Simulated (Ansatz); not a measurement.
Take BaSnO$_{3}$ in the cubic perovskite structure (space group Pm-3m, No. 221; a = 4.122 Å) as the base. Axes: x, y, z lie along the cube axes.

Computed with PBEsol/PAW in Ansatz (a first-principles code), no spin-orbit coupling, earlier PAW set.

For the base:

* **Band gap**: 0.86 eV
* **Volume per atom**: 14.00 Å³
* **Electron mass**: 0.16 mₑ (at Γ)

Perturbation: biaxial strain −0.93 %, plane normal [001], relaxed out of plane (Cartesian); in-plane vectors clamped, the third vector and the atoms free.

Q: Estimate the effect on the band gap, volume per atom, electron mass and in-plane stress.

A: The band gap increases by 0.15 eV to 1.01 eV; the volume per atom decreases by 0.18 Å³ (14.00 Å³ → 13.82 Å³); the electron mass changes from 0.16 mₑ (at Γ) to 0.17 mₑ (at Γ); the mean in-plane stress (compression positive) is +3.1 GPa.

Effective masses come from finite differences of ±0.01 Å⁻¹. Whether these cells are dynamically stable was not tested.
